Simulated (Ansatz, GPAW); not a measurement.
Rh: programs and potentials compared

```
Rh
1.0
     0.00000    1.89785    1.89785
     1.89785    0.00000    1.89785
     1.89785    1.89785    0.00000
Rh
1
Direct
  0.00000 0.00000 0.00000
```

Alike in all runs: task single point; functional PBE; k mesh 12 × 12 × 12; occupations gaussian, width 0.015 eV; no spin polarisation; no spin-orbit coupling. Pressure is positive in compression and, in plane waves, holds the error of the finite cutoff, which Ansatz's Pulay term estimates and takes out.

| program and potentials | plane-wave cutoff (eV) | notes | band gap (eV) | pressure (GPa) |
| --- | --- | --- | --- | --- |
| Ansatz, Ansatz PAW | 420 | 17 valence electrons an atom on average; Pulay term of +0.12 GPa included | no gap | 7.22 |
| GPAW, GPAW PAW data sets (gpaw-data 1.2.1) | 600 | 15 valence electrons an atom on average | no gap | 9.20 |
| Ansatz, all-electron LAPW, scalar-relativistic | - | - | no gap | 7.18 |

None finds a gap. The pressure spans 7.18 (Ansatz, all-electron LAPW, scalar-relativistic) to 9.20 GPa (GPAW, GPAW PAW data sets (gpaw-data 1.2.1)), with all-electron results at 7.18.

Differences between rows come from potentials, basis sets and numerical settings, since the functional is the same but for its coding. Runs on potential files found faulty are left out.

All three runs put the crystal under compression, so PBE would favour a larger cell than this one, which lies close to the measured lattice constant. That fits the functional's known tendency to underbind the late 4d metals slightly. Rhodium's stiffness, which comes from strong d-d bonding in a partly filled band, turns even a small mismatch in lattice constant into a pressure of several GPa.

The Ansatz PAW result of 7.22 GPa nearly coincides with the all-electron 7.18 GPa, whereas GPAW gives 9.20 GPa, a discrepancy that may reflect its frozen 4s shell, other features of the data set or residual basis error. In a metal this stiff, such an offset corresponds to only a small shift in equilibrium lattice constant.

The absence of a gap doesn't discriminate between the potentials: one atom per cell brings an odd number of electrons, which spin-degenerate bands cannot accommodate without leaving one partly filled. A single volume fixes neither the equilibrium lattice constant nor the bulk modulus.
